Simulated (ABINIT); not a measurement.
# SnSe (Pnma) in ABINIT: further runs

One crystal, SnSe, is run at these levels: PBE, LDA; tasks: band structure.

All numbers are computed with ABINIT 10.8.3 (patched build); they aren't measurements. Logs are shortened: lines on timing, memory, paths and dates and some standing lists are left out, and cuts for length are marked. The log counts tension as positive stress, the text compression.

**Experimental background.**

“Linear dichroism of the optical properties of SnS and SnSe van der Waals crystals”, 2024, arxiv:2409.17412 reports, for a bulk crystal of SnSe at 20 K: band gap 0.99 eV (indirect).

The runs below are set against these values where they give the same quantity.

## Step 1: The structure

It takes space group Pnma (No. 62, orthorhombic). Conventional cell: a = 11.420 Å, b = 4.190 Å, c = 4.460 Å, α = 90.00°, β = 90.00°, γ = 90.00°. Sn (site symmetry m) is surrounded by 3 Se at 2.69 to 2.83 Å. Around Se (site symmetry m) lie 3 Sn at 2.69 to 2.83 Å.

## Step 2: Band structure, PBE

run.abi

```
# Datasets: ground state, then fixed potential
ndtset 2

# Pseudopotentials
pp_dirpath "./"
pseudos "Sn.GGA_PBE-JTH.xml, Se.GGA_PBE-JTH.xml"

# Structure
acell 21.5806723432 7.9179524622 8.4281785158
rprim
     1.0000000000     0.0000000000     0.0000000000
     0.0000000000     1.0000000000     0.0000000000
     0.0000000000     0.0000000000     1.0000000000
ntypat 2
znucl 50 34
natom 8
typat 1 1 1 1 2 2 2 2
xred
     0.8770000000     0.7500000000     0.9090000000
     0.6230000000     0.2500000000     0.4090000000
     0.3770000000     0.7500000000     0.5910000000
     0.1230000000     0.2500000000     0.0910000000
     0.6430000000     0.7500000000     0.9840000000
     0.8570000000     0.2500000000     0.4840000000
     0.1430000000     0.7500000000     0.5160000000
     0.3570000000     0.2500000000     0.0160000000
chkprim 0
chksymtnons 0
tolsym 1.0e-6

# Plane-wave basis
ecut 22.0
pawecutdg 44.0
pawxcdev 0

# Exchange and correlation
ixc 11

# Bands and occupations
occopt 3
tsmear 0.05 eV

# SCF cycle
nstep 100

# Output
iomode 3
prtwf 0
prteig 0
prtebands 0
enunit 1
prtden1 1
prtvha1 1
prtvclmb1 1
prtpot1 1

# Dataset 1
kptopt1 1
ngkpt1 3 5 5
nshiftk1 1
shiftk1 0.0 0.0 0.0
nband1 48
tolvrs1 1.0e-9

# Dataset 2: bands along G-X-S-Y-G-Z-U-R-T-Z
iscf2 -2
getden2 1
nband2 54
nbdbuf2 4
tolwfr2 1.0e-11
kptopt2 -9
ndivsm2 6
prteig2 1
prtvol2 -3
kptbounds2
     0.0000000000     0.0000000000     0.0000000000
     0.0000000000     0.5000000000     0.0000000000
     0.0000000000     0.5000000000     0.5000000000
     0.0000000000     0.0000000000     0.5000000000
     0.0000000000     0.0000000000     0.0000000000
     0.5000000000     0.0000000000     0.0000000000
     0.5000000000     0.5000000000     0.0000000000
     0.5000000000     0.5000000000     0.5000000000
     0.5000000000     0.0000000000     0.5000000000
     0.5000000000     0.0000000000     0.0000000000
```

Potentials or basis: JTH PAW PBE v2.0.

Started as:

```
abinit run.abi > log 2>&1
```

run.abo:

```text
.Version 10.8.3 of ABINIT
 DATASET    1 : space group Pn m a (# 62); Bravais oP (primitive ortho.)
================================================================================
 Values of the parameters that define the memory need for DATASET  1.
     intxc =       0    ionmov =       0      iscf =      17    lmnmax =      18
     lnmax =       6     mgfft =      96  mpssoang =       3    mqgrid =    6445
     natom =       8  nloc_mem =       2    nspden =       1   nspinor =       1
    nsppol =       1      nsym =       8    n1xccc =       1    ntypat =       2
    occopt =       3   xclevel =       2
       mpw =        7125          nfft =      124416          nkpt =          18
 PAW method is used; the additional fine FFT grid is defined by:
   mgfftf=       135    nfftf =    349920
================================================================================
================================================================================

 DATASET    2 : space group Pn m a (# 62); Bravais oP (primitive ortho.)
================================================================================
 Values of the parameters that define the memory need for DATASET  2.
     intxc =       0    ionmov =       0      iscf =      -2    lmnmax =      18
     lnmax =       6     mgfft =      96  mpssoang =       3    mqgrid =    6445
     natom =       8  nloc_mem =       2    nspden =       1   nspinor =       1
    nsppol =       1      nsym =       8    n1xccc =       1    ntypat =       2
    occopt =       3   xclevel =       2
       mpw =        7144          nfft =      124416          nkpt =         131
 PAW method is used; the additional fine FFT grid is defined by:
   mgfftf=       135    nfftf =    349920
================================================================================
================================================================================

--------------------------------------------------------------------------------
------------- Echo of variables that govern the present computation ------------
--------------------------------------------------------------------------------
 -outvars: echo values of preprocessed input variables --------
            acell      2.1580672343E+01  7.9179524622E+00  8.4281785158E+00 Bohr
              amu      1.18710000E+02  7.89600000E+01
          chkprim           0
      chksymtnons           0
             ecut      2.20000000E+01 Hartree
           enunit           1
           getden1          0
           getden2          1
             iscf1         17
             iscf2         -2
              ixc          11
           jdtset        1    2
           kptopt1          1
           kptopt2         -9
         kptrlatt        3    0    0      0    5    0      0    0    5
          kptrlen1     3.95897623E+01
          kptrlen2     3.00000000E+01
            natom           8
            nband1         48
            nband2         54
           nbdbuf1          0
           nbdbuf2          4
           ndtset           2
           ndivsm1          0
           ndivsm2          6
            ngfft          96      36      36
          ngfftdg         135      48      54
             nkpt1         18
             nkpt2        131
            nstep         100
             nsym           8
           ntypat           2
           occopt           3
        pawecutdg      4.40000000E+01 Hartree
         pawxcdev           0
        prtebands           0
           prteig1          0
           prteig2          1
           prtpot1          1
           prtpot2          0
         prtvclmb1          1
         prtvclmb2          0
           prtvha1          1
           prtvha2          0
[... 2557 lines left out ...]
  3.0949E-01  3.0949E-01  3.2795E-01  3.2795E-01  3.3078E-01  3.3078E-01

--- !ResultsGS
iteration_state: {dtset: 2, }
comment   : Summary of ground state results
lattice_vectors:
- [ 21.5806723,   0.0000000,   0.0000000, ]
- [  0.0000000,   7.9179525,   0.0000000, ]
- [  0.0000000,   0.0000000,   8.4281785, ]
lattice_lengths: [  21.58067,    7.91795,    8.42818, ]
lattice_angles: [ 90.000,  90.000,  90.000, ] # degrees, (23, 13, 12)
lattice_volume:   1.4401628E+03
convergence: {deltae:  0.000E+00, res2:  0.000E+00, residm:  9.999E-12, diffor:  0.000E+00, }
etotal    :  -3.17294727E+02
entropy   :   0.00000000E+00
fermie    :   1.37971465E-01
cartesian_stress_tensor: null
pressure_GPa: null
xred      :
- [  8.7700E-01,   7.5000E-01,   9.0900E-01, Sn]
- [  6.2300E-01,   2.5000E-01,   4.0900E-01, Sn]
- [  3.7700E-01,   7.5000E-01,   5.9100E-01, Sn]
- [  1.2300E-01,   2.5000E-01,   9.1000E-02, Sn]
- [  6.4300E-01,   7.5000E-01,   9.8400E-01, Se]
- [  8.5700E-01,   2.5000E-01,   4.8400E-01, Se]
- [  1.4300E-01,   7.5000E-01,   5.1600E-01, Se]
- [  3.5700E-01,   2.5000E-01,   1.6000E-02, Se]
cartesian_forces: null
force_length_stats: {min: null, max: null, mean: null, }
...

 Integrated electronic density in atomic spheres:
 ------------------------------------------------
 Atom  Sphere_radius  Integrated_density
    1        2.51086         11.81069342
    2        2.51086         11.80687932
    3        2.51086         11.80687932
    4        2.51086         11.81069342
    5        2.21132          3.93375611
    6        2.21132          3.93716507
    7        2.21132          3.93716507
    8        2.21132          3.93375611

================================================================================

 ----iterations are completed or convergence reached----

 Mean square residual over all n,k,spin=   61.035E-13; max=  99.987E-13
 reduced coordinates (array xred) for    8 atoms
       0.877000000000      0.750000000000      0.909000000000
       0.623000000000      0.250000000000      0.409000000000
       0.377000000000      0.750000000000      0.591000000000
       0.123000000000      0.250000000000      0.091000000000
       0.643000000000      0.750000000000      0.984000000000
       0.857000000000      0.250000000000      0.484000000000
       0.143000000000      0.750000000000      0.516000000000
       0.357000000000      0.250000000000      0.016000000000

 cartesian coordinates (angstrom) at end:
    1     10.01533999319327     3.14249999787525     4.05413999723475
    2      7.11465999516466     1.04749999929175     1.82413999875579
    3      4.30533999707396     3.14249999787525     2.63585999820213
    4      1.40465999904535     1.04749999929175     0.40585999972317
    5      7.34305999500943     3.14249999787525     4.38863999700659
    6      9.78693999334850     1.04749999929175     2.15863999852763
    7      1.63305999889012     3.14249999787525     2.30135999843028
    8      4.07693999722919     1.04749999929175     0.07135999995133
 length scales= 21.580672343200  7.917952462200  8.428178515800 bohr
              = 11.419999992239  4.189999997167  4.459999996958 angstroms
 Eigenvalues (   eV  ) for nkpt= 131  k points:
 kpt#   1, nband= 54, wtk=  1.00000, kpt=  0.0000  0.0000  0.0000 (reduced coord)
 -17.94564  -17.93814  -17.93378  -17.93300  -17.93236  -17.92775  -17.92754  -17.92208
 -17.91712  -17.91559  -17.91053  -17.90009  -17.89705  -17.89153  -17.88085  -17.87775
 -17.86915  -17.86708  -17.86338  -17.85277  -10.41621  -10.08731   -9.32688   -8.85608
  -3.82140   -2.76612   -1.98806   -1.71108   -1.58697   -0.06548    0.01161    0.06002
   0.49914    0.56267    1.17419    1.58135    1.85769    2.21835    2.63169    2.84736
   4.19974    6.37323    6.45419    6.48069    6.74927    6.79123    7.74038    7.93977
   8.02891    8.05246    8.68163    9.31637    9.38282    9.40959
 kpt#   2, nband= 54, wtk=  1.00000, kpt=  0.0000  0.0313  0.0000 (reduced coord)
 -17.94543  -17.93802  -17.93361  -17.93308  -17.93225  -17.92796  -17.92767  -17.92218
 -17.91713  -17.91543  -17.91044  -17.90048  -17.89670  -17.89155  -17.88075  -17.87778
 -17.86909  -17.86719  -17.86338  -17.85285  -10.41099  -10.08282   -9.32463   -8.85625
  -3.82923   -2.78181   -1.99501   -1.74034   -1.58601   -0.08456    0.04436    0.06704
   0.49729    0.56843    1.18625    1.58499    1.85641    2.23622    2.63249    2.84341
   4.20788    6.37836    6.47579    6.49744    6.59489    6.86045    7.72241    7.88132
   8.02097    8.05037    8.67067    9.26997    9.37397    9.37879
 kpt#   3, nband= 54, wtk=  1.00000, kpt=  0.0000  0.0625  0.0000 (reduced coord)
[... 1017 lines left out ...]
 -17.91589  -17.91588  -17.90588  -17.90584  -17.89445  -17.89443  -17.87866  -17.87864
 -17.86844  -17.86843  -17.85752  -17.85748  -10.27862  -10.27860   -9.06056   -9.06054
  -3.50417   -3.50413   -1.77889   -1.77888   -0.63347   -0.63347    0.20261    0.20263
   0.45323    0.45324    1.33311    1.33312    1.57767    1.57769    2.77287    2.77287
   6.04172    6.04175    6.25547    6.25550    7.07627    7.07631    7.26443    7.26443
   8.40360    8.40362    8.88753    8.88756    9.02804    9.02809
 kpt# 131, nband= 54, wtk=  1.00000, kpt=  0.5000  0.0000  0.0000 (reduced coord)
 -17.94138  -17.94135  -17.93418  -17.93415  -17.93150  -17.93147  -17.92370  -17.92368
 -17.91601  -17.91600  -17.90590  -17.90587  -17.89444  -17.89441  -17.87868  -17.87866
 -17.86840  -17.86839  -17.85752  -17.85748  -10.28319  -10.28317   -9.06035   -9.06033
  -3.48836   -3.48832   -1.74964   -1.74963   -0.64978   -0.64978    0.19549    0.19551
   0.44818    0.44819    1.30158    1.30158    1.57372    1.57374    2.77713    2.77713
   6.05335    6.05338    6.24234    6.24237    7.11253    7.11258    7.29531    7.29531
   8.42152    8.42155    8.92401    8.92404    9.00088    9.00093

== END DATASET(S) ==============================================================
================================================================================

 -outvars: echo values of variables after computation  --------
            acell      2.1580672343E+01  7.9179524622E+00  8.4281785158E+00 Bohr
           etotal1    -3.1729472740E+02
            fcart1     6.0965800326E-03  9.7636818459E-30 -4.8127336691E-04
                      -6.0965800326E-03 -1.2553305230E-29 -4.8127336691E-04
                       6.0965800326E-03  1.2951822857E-29  4.8127336691E-04
                      -6.0965800326E-03 -1.0959234725E-29  4.8127336691E-04
                      -4.8645955755E-03  3.3873998241E-30  6.3723982321E-04
                       4.8645955755E-03  1.9925881318E-31  6.3723982321E-04
                      -4.8645955755E-03  1.9925881318E-31 -6.3723982321E-04
                       4.8645955755E-03 -2.9888821977E-30 -6.3723982321E-04
           strten1    -1.4025563445E-04 -5.5614979628E-05 -4.5196421374E-05
                       0.0000000000E+00  0.0000000000E+00  0.0000000000E+00
           xangst      1.0015339993E+01  3.1424999979E+00  4.0541399972E+00
                       7.1146599952E+00  1.0474999993E+00  1.8241399988E+00
                       4.3053399971E+00  3.1424999979E+00  2.6358599982E+00
                       1.4046599990E+00  1.0474999993E+00  4.0585999972E-01
                       7.3430599950E+00  3.1424999979E+00  4.3886399970E+00
                       9.7869399933E+00  1.0474999993E+00  2.1586399985E+00
                       1.6330599989E+00  3.1424999979E+00  2.3013599984E+00
                       4.0769399972E+00  1.0474999993E+00  7.1359999951E-02
             xred      8.7700000000E-01  7.5000000000E-01  9.0900000000E-01
                       6.2300000000E-01  2.5000000000E-01  4.0900000000E-01
                       3.7700000000E-01  7.5000000000E-01  5.9100000000E-01
                       1.2300000000E-01  2.5000000000E-01  9.1000000000E-02
                       6.4300000000E-01  7.5000000000E-01  9.8400000000E-01
                       8.5700000000E-01  2.5000000000E-01  4.8400000000E-01
                       1.4300000000E-01  7.5000000000E-01  5.1600000000E-01
                       3.5700000000E-01  2.5000000000E-01  1.6000000000E-02
 Calculation completed.
```

Run time: 16 min. Hardware: 1 thread of AMD EPYC 9R45 (Zen 5), shared host; peak memory 0.96 GiB.

Results:

* Free energy: -8634.0294 eV
* Pressure: 2.4 GPa
* Largest force: 0.314 eV/Å
* Band gap along the path: 0.55 eV, indirect (least direct gap 0.67 eV)
* Valence electrons inside the program's atomic spheres: Sn 11.81; Se 3.93, 3.94

Forces in eV/Å, atoms in the order of the input:
```
Sn   0.313  0.000 -0.025
Sn  -0.313  0.000 -0.025
Sn   0.313  0.000  0.025
Sn  -0.313  0.000  0.025
Se  -0.250  0.000  0.033
Se   0.250  0.000  0.033
Se  -0.250  0.000 -0.033
Se   0.250  0.000 -0.033
```

Stress tensor (GPa, compression positive):
```
4.13 0.00 0.00
0.00 1.64 0.00
0.00 0.00 1.33
```

Levels at the corners of the path, in eV from the valence-band top:
```csv
point,band 38,band 39,band 40,band 41,band 42,band 43
Γ,-1.20,-0.78,-0.57,0.78,2.96,3.04
X,-1.03,-0.75,-0.75,0.90,0.90,1.39
S,-2.25,-1.52,-1.52,2.86,2.86,3.11
Y,-0.78,-0.32,-0.32,1.25,1.25,1.58
Γ,-1.20,-0.78,-0.57,0.78,2.96,3.04
Z,-1.84,-0.64,-0.64,2.64,2.64,2.83
U,-1.02,-1.02,-1.02,1.39,1.39,1.39
R,-1.54,-1.54,-1.54,2.61,2.61,2.61
T,-0.55,-0.29,-0.29,1.24,1.24,1.59
Z,-1.84,-0.64,-0.64,2.64,2.64,2.83
```

Caveat: spin-orbit coupling is left out, which moves the levels of the heavy elements.

(Continued in part 2 of 2.)
